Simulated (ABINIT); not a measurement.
Here is an ABINIT 10.8.3 (patched build) calculation.

run.abi

```
# Pseudopotentials
pp_dirpath "./"
pseudos "Zn.upf, S.upf"

# Structure
acell 3*1.0 Angstrom
rprim
     0.0000000000     2.7020000000     2.7020000000
     2.7020000000     0.0000000000     2.7020000000
     2.7020000000     2.7020000000     0.0000000000
ntypat 2
znucl 30 16
natom 2
typat 1 2
xcart
     4.0530000000     4.0530000000     4.0530000000
     0.0000000000     0.0000000000     0.0000000000 Angstrom

# Plane-wave basis
ecut 1034.032677 eV

# k points
kptopt 1
ngkpt 7 7 7
nshiftk 1
shiftk 0.0 0.0 0.0

# Exchange and correlation
ixc 11

# Bands and occupations
nband 17
occopt 3
tsmear 0.00183747

# SCF cycle
nstep 100
tolvrs 1.0e-10

# Output
iomode 3
prtwf 0
prtden 0
prteig 0
prtebands 0
```

Potentials or basis: PseudoDojo NC SR PBE v0.4.1 standard.

Launch:

```bash
$ abinit run.abi > log 2>&1
```

**Question.** Predict the band gap on the k mesh.

**Answer.** 2.11 eV, direct.

**The experiment to reproduce.**

From “Electronic, vibrational, and thermodynamic properties of ZnS (zincblende and rocksalt structure)”, 2009, arxiv:0911.5022, for a bulk crystal of ZnS at 19 K: band gap 3.85 eV (direct).

Against the measured gap of ZnS, 3.85 eV (direct; 19 K; quoted in “Electronic, vibrational, and thermodynamic properties of ZnS (zincblende and rocksalt structure)”, 2009, arxiv:0911.5022), the calculated 2.11 eV is off by -1.74 eV. The value is that of PBE, without temperature or zero-point motion. Semilocal functionals fall short of measured gaps as a rule.
